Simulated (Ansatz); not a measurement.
## Relaxing Na

Computed with DFT PBE, scalar-relativistic, plane waves, PAW in Ansatz 0.2.0. Run with 420 eV cutoff, 12×12×12 k-mesh, Gaussian smearing of 0.10 eV, no spin polarisation.

What was changed in Cs: Cs → Na on all its sites, cell and atoms relaxed.

Input:

```yaml
crystal:
  lattice:
    - [2.2988121549, -3.3570391985, -0.1100352332]
    - [2.2988121549, 3.3570391985, -0.1100352332]
    - [-2.1215481693, 0.0, 3.4601408096]
  atoms:
    - { symbol: Na, position: [0.0, 0.0, 0.5] }
basis:
  ecutwfc: 420
kpoints:
  mp_grid: { grid: [12, 12, 12] }
hamiltonian:
  xc: pbe
scf:
  occupations: { method: gaussian, width: 0.1 }
output:
  forces: true
  stress: true
  eigenvalues: true
relax:
  adjacent_minimum: "off"
  f_tol: 0.01
  max_steps: 60
  cell: { stress_tol: 0.1 }
```

F is the free energy. Steps run on the plane waves of an earlier cell, but the last one, and at times one on the way, on a freshly chosen basis, so a repeated geometry can differ a little in energy.

Steps:

| step | F − F(1) (eV) | largest force component (eV/Å) | V (Å³/atom) | P (GPa) |
| --- | --- | --- | --- | --- |
| 1 | 0.0000 | 0.000 | 51.838 | -1.41 |
| 2 | -0.0166 | 0.000 | 49.910 | -1.34 |
| 3 | -0.0654 | 0.000 | 43.172 | -0.91 |
| 4 | -0.0854 | 0.000 | 37.192 | -0.04 |
| 5 | -0.0855 | 0.000 | 36.908 | 0.01 |
| 6 | -0.0855 | 0.000 | 36.857 | 0.03 |
| 7 | -0.0859 | 0.000 | 36.688 | 0.06 |
| 8 | -0.0853 | 0.000 | 36.688 | 0.06 |

Relaxed structure:

```cif
data_structure
_symmetry_space_group_name_H-M 'P 1'
_symmetry_Int_Tables_number 1
_cell_length_a 3.6308
_cell_length_b 3.6308
_cell_length_c 3.6385
_cell_angle_alpha 107.319
_cell_angle_beta 107.319
_cell_angle_gamma 114.012
_cell_volume 36.69
loop_
_atom_site_label
_atom_site_type_symbol
_atom_site_fract_x
_atom_site_fract_y
_atom_site_fract_z
_atom_site_occupancy
Na1 Na 0.00000 0.00000 0.50000 1
```

It takes space group C2/m (No. 12, monoclinic). The conventional cell has a = 3.954 Å, b = 6.090 Å, c = 3.626 Å, α = 90.00°, β = 122.82°, γ = 90.00°. Around Na (site symmetry 2/m) lie 10 Na at 3.63 to 3.95 Å.

The run converged. The run took about 60 core-seconds.